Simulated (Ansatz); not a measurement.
Ca₂H₅: computed properties

Method: DFT PBE, scalar-relativistic, plane waves, PAW (Ansatz).

Cutoff 420 eV; k points 10×8×6 on the computed 7-atom cell (Γ-centred); Gaussian smearing, width 0.10 eV; no spin polarisation.

The structure is relaxed at this level of theory with its symmetry kept, and needn't be the ground state of this composition.

Space group P2/m (No. 10), monoclinic, a = 4.300 Å, b = 4.492 Å, c = 7.281 Å, β = 105.5°. Ca is surrounded by 4 H at 2.15–2.26 Å; H on a site of symmetry m is surrounded by 1 H at 0.84 Å, 2 H at 2.51 Å, 2 Ca at 2.69 Å and 2 H at 2.81 Å; H on a second site of symmetry m has 3 Ca at 2.20–2.26 Å, 2 H at 2.51 Å and 4 H at 2.76–2.83 Å; H on a site of symmetry 2/m is surrounded by 2 Ca at 2.15 Å.

| Quantity | Value |
| --- | --- |
| Volume per atom | 130.6 bohr³ |
| Formation energy from the elements' standard states (uncorrected) | -0.092 eV/atom |
| Kohn–Sham band gap | none (metal) |
| Density of states at the Fermi level | 1.3 states/eV per cell |
| Bader charge by site (e) | Ca (2 in the cell) 1.40, H (2 in the cell) -0.26, H (2 in the cell) -0.76, H (1 in the cell) -0.77 |

The cell holds layers, chains or molecules and no dispersion correction was added, so their binding is poorly described.

The cell was found from a structure generator's guess, not taken from experiment.
